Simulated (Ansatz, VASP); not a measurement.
**Two plane-wave programs on BeTe3**

INCAR

```
PREC = Accurate
ENCUT = 600
EDIFF = 1E-6
ISMEAR = 0
SIGMA = 0.1
LREAL = F
LASPH = T
NELM = 100
ALGO = Normal
ISIF = 3
LWAVE = F
LCHARG = F
GGA = PE
IBRION = 2
NSW = 100
EDIFFG = -0.01
```

Contents of KPOINTS:

```
Automatic mesh
0
Gamma
  10 10 10
```

POSCAR

```
BeTe3
1.0
    4.6992115800      0.0000000000      0.0000000000
    0.0000000000      4.6992115800      0.0000000000
    0.0000000000      0.0000000000      4.6992115800
Be Te
1 3
Direct
    0.0000000000      0.0000000000      0.0000000000
    0.5000000000      0.0000000000      0.5000000000
    0.0000000000      0.5000000000      0.5000000000
    0.5000000000      0.5000000000      0.0000000000
```

Input for Ansatz:

```yaml
crystal:
  lattice:
    - [4.69921158, 0.0, 0.0]
    - [0.0, 4.69921158, 0.0]
    - [0.0, 0.0, 4.69921158]
  atoms:
    - { symbol: Be, position: [0.0, 0.0, 0.0] }
    - { symbol: Te, position: [0.5, 0.0, 0.5] }
    - { symbol: Te, position: [0.0, 0.5, 0.5] }
    - { symbol: Te, position: [0.5, 0.5, 0.0] }
basis:
  ecutwfc: 420
kpoints:
  mp_grid: { grid: [10, 10, 10] }
hamiltonian:
  xc: pbe
scf:
  occupations: { method: gaussian, width: 0.1 }
output:
  forces: true
  stress: true
  eigenvalues: true
relax:
  adjacent_minimum: "off"
  f_tol: 0.01
  max_steps: 80
  cell: { stress_tol: 0.05 }
```

Change from the starting cell: species swapped into the GdSn3 type (Pm-3m, No. 221).

Alike in both runs: task relaxation of cell and atoms; functional PBE; k mesh 10 × 10 × 10; occupations gaussian, width 0.1 eV; no spin polarisation.

|  | VASP | Ansatz |
| --- | --- | --- |
| version | VASP 6.6.1 | Ansatz 0.2.0 |
| potentials or method | VASP PAW PBE potentials, release 64 (Be, Te) | scalar-relativistic, plane waves, PAW |
| plane-wave cutoff (eV) | 600 | 420 |
| valence electrons in the cell | 20 | 50 |

Ansatz gave:

| Property | Result |
| --- | --- |
| gap on the k mesh at the Fermi level, each at its own relaxed structure (eV) | none |
| relaxed volume (Å³/atom) | 25.29 |
| relaxed cell length with the largest relative difference (Å) | 4.660 |
| energy change over the relaxation (meV/atom) | -3 |

Task: Which values does VASP return?

Result: gap on the k mesh at the Fermi level, each at its own relaxed structure (eV): none; relaxed volume (Å³/atom): 25.25; relaxed cell length with the largest relative difference (Å): 4.657; energy change over the relaxation (meV/atom): -3.

A gap of «none» marks a metal or a gap that the smearing closes. The two sets of potentials don't hold the same shells in valence.

Spin-orbit coupling is left out, which matters for the levels of Te.
